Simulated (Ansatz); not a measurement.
A crystal relaxed with r2SCAN in the PAW code Ansatz has space group P4_2/nmc:1 (No. 137) and a = 3.367 Å, c = 5.205 Å.

| atom | site | x | y | z |
| --- | --- | --- | --- | --- |
| Ti | 2a | 0.5000 | 0.5000 | 0.5000 |
| Xx | 4d | 0.0000 | 0.5000 | 0.6626 |

With r2SCAN the valence top lies at Z and the conduction bottom at Γ, 2.94 eV higher; the smallest vertical gap, at Γ, is 2.97 eV. With HSE06 the valence top lies at Γ–Z (0.96 of the way from Γ) and the conduction bottom at Γ, 4.06 eV higher; the smallest vertical gap, at Γ, is 4.10 eV. With PBE0 the valence top lies at Z and the conduction bottom at Γ, 4.81 eV higher; the smallest vertical gap, at Γ, is 4.85 eV. Meshes: r2SCAN 8×8×6, HSE06 4×4×4, PBE0 4×4×4. r2SCAN's ε∞ is 7.8 along x and y, 5.6 along z.

**Question.** Which element is Xx?
A. Te
B. O
C. Se
D. S

**Answer.** B. Xx is O: a 6-atom cell of TiO2 built on tetragonal HfO2 (relaxed group P4_2/nmc). Ti is surrounded by 8 O at 1.88–2.43 Å; O is surrounded by 4 Ti at 1.88–2.43 Å.

Note: simulated data, non-magnetic, for a generated structure that need not be the stable one.

Where an edge lies off the special points, it is a point of the mesh or the k point where a search put PBE's edge or least direct gap, reused for the other functionals, whose own edges may lie a little apart.

The meshes of the hybrids are coarse, so their gaps aren't converged to the digits shown.

For a response run the program warns that the ground state's bands aren't all converged, so ε∞ carries an extra error.
